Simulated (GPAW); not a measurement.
# Au (Cmcm) in GPAW: equation of state

How stiff is Au in PBE, and what volume does it want? The cell is scaled to several volumes.

Everything below comes from runs of GPAW 26.7.0. Logs are shortened: lines on timing, memory, paths and dates and some standing lists are left out, and cuts for length are marked. The log counts tension as positive stress, the text compression.

### 1 The structure

The structure is orthorhombic, space group Cmcm (No. 63). The conventional cell has a = 2.823 Å, b = 5.112 Å, c = 4.893 Å, α = 90.00°, β = 90.00°, γ = 90.00°. Au (site symmetry m2m) has 12 Au at 2.82 to 2.97 Å as nearest neighbours.

This isn't the form of Au at room conditions, which is fcc.

### 2 Equation of state, PBE

Contents of run.py:

```python
from ase import Atoms
from ase.eos import EquationOfState
from ase.io import Trajectory
from ase.units import GPa
from gpaw import GPAW, PW

atoms = Atoms(['Au', 'Au'],
              cell=[[1.411309965, -2.555933025, 0.0],
                    [1.411309965, 2.555933025, 0.0],
                    [0.0, 0.0, 4.89316961]],
              scaled_positions=[[0.33467203, 0.66532797, 0.25],
                                [0.66532797, 0.33467203, 0.75]],
              pbc=True)

traj = Trajectory('eos.traj', 'w')
volumes, energies = [], []
for x in [0.94, 0.96, 0.98, 1.0, 1.02, 1.04, 1.06]:
    a = atoms.copy()
    a.set_cell(atoms.cell * x**(1 / 3), scale_atoms=True)
    calc = GPAW(mode=PW(600),
                xc='PBE',
                kpts={'size': (11, 11, 6), 'gamma': True},
                occupations={'name': 'fermi-dirac', 'width': 0.05},
                nbands=23,
                convergence={'density': 1e-05, 'energy': 1e-05},
                maxiter=150,
                txt=f'eos-{x:.2f}.txt')
    a.calc = calc
    energies.append(a.get_potential_energy(force_consistent=True))
    volumes.append(a.get_volume())
    p = -a.get_stress()[:3].mean() / GPa
    calc.write(f'eos-{x:.2f}.gpw')
    traj.write(a)
    print(f'{x:.2f} {volumes[-1]:10.4f} A^3 {energies[-1]:14.6f} eV {p:9.3f} GPa', flush=True)

v0, e0, B = EquationOfState(volumes, energies, eos='birchmurnaghan').fit()
print(f'V0 = {v0:.4f} A^3, E0 = {e0:.6f} eV, B0 = {B / GPa:.2f} GPa')
```

Potentials or basis: GPAW PAW data sets (gpaw-data 1.2.1), pw.

Launch:

```sh
> OMP_NUM_THREADS=1 python run.py
```

The log of the run:

```text
__  _  _
 | _ |_)|_||  |
 |__||  | ||/\| - 26.7.0

Input parameters:
  mode=PW(ecut=600.0),
  convergence={'density': 1e-05, 'energy': 1e-05},
  kpts=MonkhorstPack(size=(11, 11, 6), gamma=True),
  maxiter=150,
  nbands=23,
  occupations=Occupations(name='fermi-dirac', width=0.05),
  xc=XC(name='PBE')

Diagonalizing LCAO Hamiltonian
Converting LCAO to pw mode

       Au

        Au

Atoms  # Å, Bohr magnetons
|   | symbol |        x |         y |        z |    initial magnetic moments |
|---|--------|----------|-----------|----------|-----------------------------|
| 0 |     Au | 1.382500 |  0.827882 | 1.198320 | ( 0.0000,  0.0000,  0.0000) |
| 1 |     Au | 1.382500 | -0.827882 | 3.594961 | ( 0.0000,  0.0000,  0.0000) |

Unit cell  # Å
| periodic |        x |         y |        z |  lengths |     angles |
|----------|----------|-----------|----------|----------|------------|
|      yes | 1.382500 | -2.503756 | 0.000000 | 2.860088 |  90.000000 |
|      yes | 1.382500 |  2.503756 | 0.000000 | 2.860088 |  90.000000 |
|      yes | 0.000000 |  0.000000 | 4.793281 | 4.793281 | 122.187660 |

Number of symmetries: 4
Symmetry operations  # r_c * U_cc + t_c -> r_c
|   | kind |            matrix            |
|---|------|------------------------------|
| 0 |  E   |  1, 0, 0,  0, 1, 0,  0, 0, 1 |
| 1 |  C2  |  0, 1, 0,  1, 0, 0,  0, 0,-1 |
| 2 |  σ   |  0,-1, 0, -1, 0, 0,  0, 0, 1 |
| 3 |  i   | -1, 0, 0,  0,-1, 0,  0, 0,-1 |

BZ-sampling:
  Number of BZ points: 726
  Number of IBZ points: 204

  Monkhorst-Pack size: [11, 11, 6]
  Monkhorst-Pack shift: [0.0, 0.0, 0.08333333333333333]

K-points  # in reciprocal-cell coordinates
|     |                                coordinates |     weight |
|-----|--------------------------------------------|------------|
|   0 | (  0.00000000,   0.00000000,   0.00000000) | 0.00137741 |
|   1 | (  0.00000000,   0.00000000,   0.16666667) | 0.00275482 |
|   2 | (  0.00000000,   0.00000000,   0.33333333) | 0.00275482 |
|   3 | (  0.00000000,   0.00000000,   0.50000000) | 0.00137741 |
|   4 | (  0.09090909,  -0.09090909,  -0.33333333) | 0.00275482 |
|   5 | (  0.09090909,  -0.09090909,  -0.16666667) | 0.00275482 |
|   6 | (  0.09090909,  -0.09090909,   0.00000000) | 0.00275482 |
|   7 | (  0.09090909,  -0.09090909,   0.16666667) | 0.00275482 |
|   8 | (  0.09090909,  -0.09090909,   0.33333333) | 0.00275482 |
|   9 | (  0.09090909,  -0.09090909,   0.50000000) | 0.00275482 |
| ... |                                            |            |
| 203 | (  0.45454545,   0.45454545,   0.50000000) | 0.00275482 |

Plane wave coefficients: 1124
Cutoff: 600.0 eV

Spin-components: 1 (collinear spins)
Bands:           23
Projectors:      12
Spin-degeneracy: 2
Datatype:        complex128

Parallelization:
  kpt:    1
  domain: 1
  band:   1

Density:
  Valence electrons: 22.0
  Components: 1
  Grid points: [18 18 28]
  Charge: 0.0  # |e|

Potential:
  Grid points: [18 18 28]

species:
  Au:
    name:    Gold
    Z:       79.0
    valence: 11
    core:    68
    charge:  0.0  # [|e|]
    compensation charges:
      type: gauss
      rc: 0.42  # [Å]
      lmax: 2
    cutoffs:
      filter: 2.33  # [Å]
      core: 2.81  # [Å]
    projectors
    | kind |    occ | energy [eV] | rcut [Å] |
    |------|--------|-------------|----------|
    |   6s |  1.000 |      -5.728 |    1.323 |
    |   6p |  0.000 |      -0.775 |    1.323 |
    |   5d | 10.000 |      -6.891 |    1.323 |
    |    s |        |      21.484 |    1.323 |
    |    p |        |      26.436 |    1.323 |
    |    d |        |      20.321 |    1.323 |

    Using partial waves for Au as LCAO basis

Reference energy: -1033196.542219  # eV

eigensolver:
  PPCG
  Converge bands: occupied
  niter=2

density mixing:
  MSR1-Mixer
  Pratt-step length: 0.05
  Maximum mixing coefficient: 0.75
  Old densities: 10
  SVD Regularization: 0.005
  Good broyden scale: 1.0
  Trust region scale: 1.0
  Backstep threshold: 4.0
  History deletion threshold: 6.0
  Fourier metric: weight=20.0, sigma=0.015

occupation numbers:
  Fermi-Dirac:
    width: 0.0500  # eV

poisson solver:
  ecut: 4800.0  # eV

xc functional:
  name: PBE with 2 nearest neighbor stencil

convergence criteria:
- Maximum integral of absolute [dens]ity change: 1e-05 electrons / valence electron
- Maximum [total energy] change in last 3 cyles: 1e-05 eV / valence electron
- Maximum integral of absolute [eigenst]ate change: 4e-08 eV^2 / valence electron
maximum number of iterations: 150

SCF iterations
|iter     | |      energy | eigst |  dens |
|---------|-|-------------|-------|-------|
|iter:   1| |   -6.715171 | -0.30 |       |
|iter:   2| |   -6.599801 | -2.66 | -1.10 |
|iter:   3| |   -6.146954 | -2.05 | -1.14 |
|iter:   4| |   -6.141472 | -4.29 | -2.06 |
|iter:   5| |   -6.139699 | -4.16 | -2.36 |
|iter:   6| |   -6.139694 | -6.26 | -3.78 |
|iter:   7| |   -6.139693c| -7.30 | -4.07 |
|iter:   8| |   -6.139693c| -8.10c| -4.94 |
|iter:   9| |   -6.139693c| -8.74c| -5.32c|

Converged in 9 steps
Energy contributions relative to reference atoms: (reference = -1033196.542219)

Energy contributions:
  Kinetic:          -3.562657
  Coulomb:           2.180761
  Zero:              0.311194
  External:          0.000000
  Xc:               -5.065448
  Entropy:          -0.007088
  Spinorbit:         0.000000
  ----------------------------
  Free energy:      -6.143237
  Extrapolated:     -6.139693

dipole moment: (-0.000015, -0.000000, -0.000026)  # |e|*Ang

Fermi level: 10.391
Eigenvalues  # (at kpt = [0.000, 0.000, 0.000])
| band index |      eig [eV] | occ [0-2] |
|------------|---------------|-----------|
|          0 |         0.298 |     2.000 |
|        ... |               |           |
|          4 |         5.746 |     2.000 |
|          5 |         6.004 |     2.000 |
|          6 |         6.288 |     2.000 |
|          7 |         6.699 |     2.000 |
|          8 |         6.890 |     2.000 |
|          9 |         8.139 |     2.000 |
|         10 |         8.225 |     2.000 |
|         11 |         9.052 |     2.000 |
|         12 |        13.162 |     0.000 |
|         13 |        26.000 |     0.000 |
|         14 |        27.135 |     0.000 |
|         15 |        28.504 |     0.000 |
|         16 |        29.494 |     0.000 |
|         17 |        30.527 |     0.000 |
|         18 |        32.555 |     0.000 |
|         19 |        32.619 |     0.000 |
|        ... |               |           |
|         22 |        34.032 |     0.000 |

No gap
No difference between direct/indirect transitions

Stress tensor  # eV/Ang^3
|         x |         y |         z |
|-----------|-----------|-----------|
| -0.139222 |  0.000000 |  0.000000 |
|  0.000000 | -0.096445 | -0.000000 |
|  0.000000 | -0.000000 | -0.091601 |

# Writing to eos-0.94.gpw (mode='')
```

Wall time 16 min (1 thread of Intel Xeon at 2.70GHz, shared host); peak memory 0.31 GiB.

What came out:

```
Equilibrium volume                        : 18.28 Å³/atom
Bulk modulus at fixed shape and positions : 135 GPa
Pressure derivative of the bulk modulus   : 6.0
```

Energy against volume, from the lowest point:
```
volume (Å³/atom)  energy (meV/atom)
          16.592              82.45
          16.945              49.04
          17.298              25.22
          17.651               9.79
          18.004               1.69
          18.357               0.00
          18.710               3.93
```

Caveat: with this Au data set, volumes or pressures lay over 1.5 % or 2 GPa off other programs in two to four cells of ten; the cell was scaled at fixed shape and fractional positions, which overstates the stiffness of a crystal with free parameters, most of all of layers and chains.
